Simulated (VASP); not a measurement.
Runs of VASP 6.6.1 on TiO2 (Anatase). It takes space group I4_1/amd (No. 141, tetragonal). Conventional cell: a = 3.772 Å, b = 3.772 Å, c = 9.559 Å, α = 90.00°, β = 90.00°, γ = 90.00°. Ti (site symmetry -4m2) has 6 O at 1.93 to 1.98 Å as nearest neighbours. O (site symmetry 2mm) has 3 Ti at 1.93 to 1.98 Å as nearest neighbours. 

```csv
task,level,potentials or basis,cell,cutoff (eV),gap on the mesh (eV),pressure (GPa),largest force (eV/Å)
band structure,TB-mBJ,"VASP PAW PBE potentials, release 64 (Ti_sv, O)","I4_1/amd, 11.33 Å³/atom",520,(a),-,-
band structure,PBE,"VASP PAW PBE potentials, release 64 (Ti_sv, O)","I4_1/amd, 11.33 Å³/atom",520,2.14,(b),0.11
band structure,LDA,"VASP PAW LDA potentials, release 64 (Ti_sv, O)","I4_1/amd, 11.33 Å³/atom",520,2.03,-4.9,0.10
band structure,r2SCAN,"VASP PAW PBE potentials, release 64 (Ti_sv, O)","I4_1/amd, 11.33 Å³/atom",520,2.57,(d),(c)
relaxation of cell and atoms,PBEsol,"VASP PAW PBE potentials, release 64 (Ti_sv, O)",relaxed,600,2.09,0.0,-
```

Alike in all rows: no spin polarisation; k mesh 10 × 10 × 10; smearing gaussian 0.03 eV.

Q: Fill in the values left out.

A: (a) 3.17; (b) 6.5; (c) 0.03; (d) 2.4.

Caveats: the PAW data sets were made with another functional, which shifts forces and pressure a little (some runs).

A k mesh can miss the band edges.
